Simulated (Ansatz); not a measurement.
# Ge under changes of volume

One of the cells (22.639 Å³/atom); the others are scaled copies at fixed shape and fractional positions:

```
Ge
1.0
     0.00000    2.82891    2.82891
     2.82891    0.00000    2.82891
     2.82891    2.82891    0.00000
Ge
2
Cartesian
  4.2434 4.2434 4.2434
  2.8289 2.8289 2.8289
```

* Program: Ansatz 0.2.0
* Functional: PBE
* Potentials or basis: Ansatz NC
* Cutoff: 1061 eV (not typed: the program's choice for these potentials)
* k mesh: 8 × 8 × 8
* Occupations: fermi-dirac, width 0.05 eV
* Spin: no spin polarisation

```csv
volume (Å³/atom),energy over the lowest point (meV/atom),pressure (GPa)
21.281,66.91,9.1
21.733,44.13,7.1
22.186,?,?
22.639,14.19,3.7
23.092,5.73,2.3
23.545,1.13,1.0
23.997,0.00,-0.2
```

What does the run at 22.186 Å³/atom give?

Energy over the lowest point 26.77 meV/atom; pressure 5.3 GPa.

Worked out: A Birch-Murnaghan fit of order 3 (a polynomial in V^(-2/3)) to the other rows has its minimum at 23.94 Å³/atom with B0 = V·E''(V) = 57 GPa and B' = 5.0. It gives 26.76 meV/atom at 22.186 Å³/atom, against the run's 26.77, and -dE/dV = 5.3 GPa, against 5.3.

Energies are extrapolated to zero smearing.
